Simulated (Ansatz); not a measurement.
Crystal: CuO (Tenorite).

```xyz
4
Lattice="2.3418 -1.7113 0.0000 2.3418 1.7113 0.0000 -0.8500 0.0000 5.0579" Properties=species:S:1:pos:R:3 pbc="T T T"
Cu    0.7459   -0.8557    2.5289
Cu    1.1709    0.8557    0.0000
O     1.7043    0.2793    3.7934
O     2.1293   -0.2793    1.2645
```

- Program: Ansatz 0.2.0
- Task: single point
- Functional: PBEsol
- Potentials or basis: Ansatz PAW
- Cutoff: 420 eV (not typed: the program's choice for these potentials)
- k mesh: 10 × 10 × 5
- Occupations: fermi-dirac, width 0.05 eV
- Spin: no spin polarisation

On this cell: pressure -2.7 GPa; largest force 0.362 eV/Å; band gap on the k mesh none (metal or under the smearing width).

The same run follows on a disturbed copy (atoms moved at random, drawn with an rms of 0.05 Å):

```xyz
4
Lattice="2.3418 -1.7113 0.0000 2.3418 1.7113 0.0000 -0.8500 0.0000 5.0579" Properties=species:S:1:pos:R:3 pbc="T T T"
Cu    0.7398   -0.8817    2.5292
Cu    1.1850    0.8812    0.0393
O     1.6884    0.2902    3.8152
O     2.1015   -0.2909    1.2727
```

Task: What does the disturbed cell give?

Result: The energy (extrapolated to zero smearing) moves by +5.4 meV/atom; pressure -2.9 GPa; largest force 0.494 eV/Å; band gap on the k mesh none (metal or under the smearing width).

Forces in eV/Å, atoms in the order of the input:
```
Cu  -0.046  0.139  0.374
Cu  -0.188  0.003 -0.328
O    0.096 -0.474 -0.098
O    0.138  0.332  0.052
```

Stress tensor (GPa, compression positive):
```
-3.30 -0.17 -0.82
-0.17 -0.53 -0.44
-0.82 -0.44 -5.02
```

Caveats: the run has no spin polarisation, though such a crystal can be magnetic; semilocal functionals often make such compounds metallic where correlation or magnetic order opens a gap, which also shifts bond lengths; the PAW data sets come from PBE, with cores solved anew for the run's functional, which leaves a small shift of forces and pressure.
